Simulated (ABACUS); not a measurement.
Runs of ABACUS 3.10.1 on Pb. It takes space group Fm-3m (No. 225, cubic). Conventional cell: a = 4.950 Å, b = 4.950 Å, c = 4.950 Å, α = 90.00°, β = 90.00°, γ = 90.00°. Pb (site symmetry m-3m) has 12 Pb at 3.50 Å as nearest neighbours. 

```tsv
task	level	potentials or basis	cell	k mesh	cutoff (eV)	orbital files	SCF threshold on the density	eigensolver	symmetry key	threshold of the eigensolver	mesh quality	gap on the mesh (eV)	pressure (GPa)
single point	BLYP	Ansatz NC PBE, DZP LCAO (the cutoffs set its grid)	as given	8 × 8 × 8	1361	Pb Pb_confined-atom_8au_2s2p2d.orb	1e-07	genelpa	1	-	not flagged	none	(a)
single point	revTPSS	SG15 ONCV 1.2 PBE, plane waves	as given	6 × 6 × 6	993	-	1e-08	dav	1	-	coarse	none	0.2
relaxation of cell and atoms	RPBE	GBRV ultrasoft 1.5 PBE, plane waves	relaxed	7 × 7 × 7	544	-	1e-08	dav	1	-	not flagged	none	0.0
single point	RPBE	GBRV ultrasoft 1.5 PBE, plane waves	as given	7 × 7 × 7	544	-	1e-08	dav	1	-	not flagged	none	4.3
single point	PBE	PseudoDojo NC SR 0.4.1 PBE standard, DZP LCAO (the cutoffs set its grid)	cell strained at random at fixed volume	9 × 9 × 9	1361	Pb Pb_confined-atom_8au_2s2p2d.orb	1e-07	genelpa	1	-	not flagged	none	4.0
```

Alike in all rows: no spin polarisation; smearing fermi-dirac 0.05 eV.

Q: Fill in the values left out.

A: (a) -4.8.

Caveats: some runs use coarse meshes; the potentials were made for another functional, which shifts forces and pressure (some runs); the atomic orbitals were generated for these runs and aren't a published set (some runs); the basis of atomic orbitals isn't converged, which shifts pressures, moduli and gaps (some runs).

A k mesh can miss the band edges, and the runs leave out spin-orbit coupling on Pb.

A gap of «none» marks a metal or a gap under the smearing width.
